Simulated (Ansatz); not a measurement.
# Mg: stress in a strained cell

Aim: deform Mg (zz strain of +3 %) and compute stress, forces and field gradients with LAPW, PAW and all-electron datasets made for the crystal.

Method: DFT PBE, scalar-relativistic, in Ansatz 0.2.0.

**1. The system as given**

The structure is cubic, space group Im-3m (No. 229). The conventional cell has a = 2.953 Å, b = 2.953 Å, c = 2.953 Å, α = 90.00°, β = 90.00°, γ = 90.00°. Around Mg (site symmetry m-3m) lie 8 Mg at 2.56 Å.

As a file:

```cif
data_structure
_symmetry_space_group_name_H-M 'P 1'
_symmetry_Int_Tables_number 1
_cell_length_a 2.5574
_cell_length_b 2.5574
_cell_length_c 2.5574
_cell_angle_alpha 109.471
_cell_angle_beta 109.471
_cell_angle_gamma 109.471
_cell_volume 12.88
loop_
_atom_site_label
_atom_site_type_symbol
_atom_site_fract_x
_atom_site_fract_y
_atom_site_fract_z
_atom_site_occupancy
Mg1 Mg 0.00000 0.00000 0.00000 1
```

**2. After the deformation**

Space group Im-3m before, I4/mmm after.

**3. LAPW, all electrons**

input.yaml

```yaml
crystal:
  lattice:
    - [-1.4765, 1.4765, 1.520795]
    - [1.4765, -1.4765, 1.520795]
    - [1.4765, 1.4765, -1.520795]
  atoms:
    - { symbol: Mg, position: [0.0, 0.0, 0.0] }
kpoints:
  mp_grid: { grid: [16, 16, 16] }
  band_path:
    path:
      - [0.0, 0.0, 0.0]
      - [0.0, 0.0, 0.5]
      - [0.25, 0.25, 0.25]
      - [0.0, 0.5, 0.0]
      - [0.0, 0.0, 0.0]
      - [0.5, 0.5, -0.5]
      - [0.4856489773, 0.5143510227, -0.4856489773]
      - [-0.4856489773, 0.4856489773, 0.4856489773]
      - [0.0, 0.0, 0.0]
    npoints: 5
scf:
  occupations: { method: fermi_dirac, width: 0.05 }
hamiltonian:
  xc: pbe
  pseudopotentials: { kind: all_electron, lapw: { basis_error: 0.00025 } }
output:
  forces: true
  stress: true
  eigenvalues: true
```

Command:

```bash
ansatz run input.yaml --threads 1 --pin off --max-ram 3072MiB --backend cpu --events-out ev --progress --plain --runs-dir out
```

**4. PAW on the default files**

input.yaml

```yaml
crystal:
  lattice:
    - [-1.4765, 1.4765, 1.520795]
    - [1.4765, -1.4765, 1.520795]
    - [1.4765, 1.4765, -1.520795]
  atoms:
    - { symbol: Mg, position: [0.0, 0.0, 0.0] }
kpoints:
  mp_grid: { grid: [16, 16, 16] }
scf:
  occupations: { method: fermi_dirac, width: 0.05 }
hamiltonian:
  xc: pbe
  pseudopotentials: { kind: paw }
output:
  forces: true
  stress: true
  eigenvalues: true
  efg: { contact_densities: true }
  write_density: true
  write_potential: true
  elf: true
  volumetric_format: npy
```

**5. All-electron PAW on datasets made for the crystal**

input.yaml: that of step 4 with these lines changed.

```diff
@@ -13,3 +13,3 @@
   xc: pbe
-  pseudopotentials: { kind: paw }
+  pseudopotentials: { kind: all_electron, datasets: crystal }
 output:
@@ -19,5 +19 @@
   efg: { contact_densities: true }
-  write_density: true
-  write_potential: true
-  elf: true
-  volumetric_format: npy
```

(Steps that only read results are left out.)

What does the calculation give? Wanted: pressure; largest shear or deviatoric stress.

**Answer**, as computed:

```
                                 quantity                                              value
                                 pressure  LAPW 56.09, PAW 56.15, crystal datasets 56.09 GPa
largest shear or deviatoric stress (LAPW)                                           1.42 GPa
```

What this shows: The largest part of the stress beyond the pressure is 1.42 GPa in size, in the zz component. No run of the undeformed cell stands beside it, so the pressure holds what the given cell had before the change. PAW: stress within 0.07 GPa of LAPW. Crystal datasets: stress within 0.01 GPa of LAPW.
